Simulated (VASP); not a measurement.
Wanted: the native input for a VASP 6.6.1 run.

| Item | Value |
| --- | --- |
| Task | band structure |
| Functional | PBE |
| Potentials or basis | VASP PAW PBE potentials, release 64 (Pt) |
| Cutoff | 520 eV |
| k mesh | 12 × 12 × 12 |
| Occupations | fermi-dirac, width 0.05 eV |
| Spin | no spin polarisation |
| Further INCAR settings | ALGO = Normal; EDIFF = 1e-06 |

The system is Pt.

```xyz
1
Lattice="-1.5842 1.5842 1.5842 1.5842 -1.5842 1.5842 1.5842 1.5842 -1.5842" Properties=species:S:1:pos:R:3 pbc="T T T"
Pt    0.0000    0.0000    0.0000
```

This isn't the form of Pt at room conditions, which is fcc.

These files were run (other wordings do the same):

POSCAR

```
Pt
1.0
   -1.5842200000      1.5842200000      1.5842200000
    1.5842200000     -1.5842200000      1.5842200000
    1.5842200000      1.5842200000     -1.5842200000
Pt
1
Direct
    0.0000000000      0.0000000000      0.0000000000
```

INCAR.step1

```
  PREC = Accurate
  ENCUT = 520
  EDIFF = 1E-6
  ISMEAR = -1
  SIGMA = 0.05
  LREAL = False
  LASPH = True
  NELM = 60
  ALGO = Normal
  ISIF = 2
  LWAVE = False
  LCHARG = True
  LMAXMIX = 4
  GGA = PE
```

KPOINTS.step1

```
regular mesh
0
Gamma
  12 12 12
```

INCAR.step2

```
  PREC = Accurate
  ENCUT = 520
  EDIFF = 1E-6
  ISMEAR = 0
  SIGMA = 0.05
  LREAL = False
  LASPH = True
  NELM = 60
  ALGO = Normal
  ISIF = 2
  LWAVE = False
  LCHARG = False
  LMAXMIX = 4
  GGA = PE
  ICHARG = 11
```

KPOINTS.step2

```
path GHNGPH,PN
20
line-mode
reciprocal
 0.0000000000  0.0000000000  0.0000000000  G
 0.5000000000 -0.5000000000  0.5000000000  H

 0.5000000000 -0.5000000000  0.5000000000  H
 0.0000000000  0.0000000000  0.5000000000  N

 0.0000000000  0.0000000000  0.5000000000  N
 0.0000000000  0.0000000000  0.0000000000  G

 0.0000000000  0.0000000000  0.0000000000  G
 0.2500000000  0.2500000000  0.2500000000  P

 0.2500000000  0.2500000000  0.2500000000  P
 0.5000000000 -0.5000000000  0.5000000000  H

 0.2500000000  0.2500000000  0.2500000000  P
 0.0000000000  0.0000000000  0.5000000000  N
```

Potentials or basis: VASP PAW PBE potentials, release 64 (Pt).

Launch:

```bash
$ cat potpaw_PBE.64/Pt/POTCAR > POTCAR
$ cp INCAR.step1 INCAR
$ cp KPOINTS.step1 KPOINTS
$ mpirun -np 1 vasp_std > vasp.out
$ cp INCAR.step2 INCAR
$ cp KPOINTS.step2 KPOINTS
$ mpirun -np 1 vasp_std > vasp.out
```

It gave:

The band gap along the path is none (metal or under the smearing width).

Caveat: the log is that of the step along the path at fixed density, whose energy, stress, charges and moments have no meaning; spin-orbit coupling is left out, which moves the levels of the heavy elements.

Run time: 10 s on 1 thread of Intel(R) Xeon(R) 6975P-C (Granite Rapids), with other jobs on the host, peak memory 0.13 GiB.
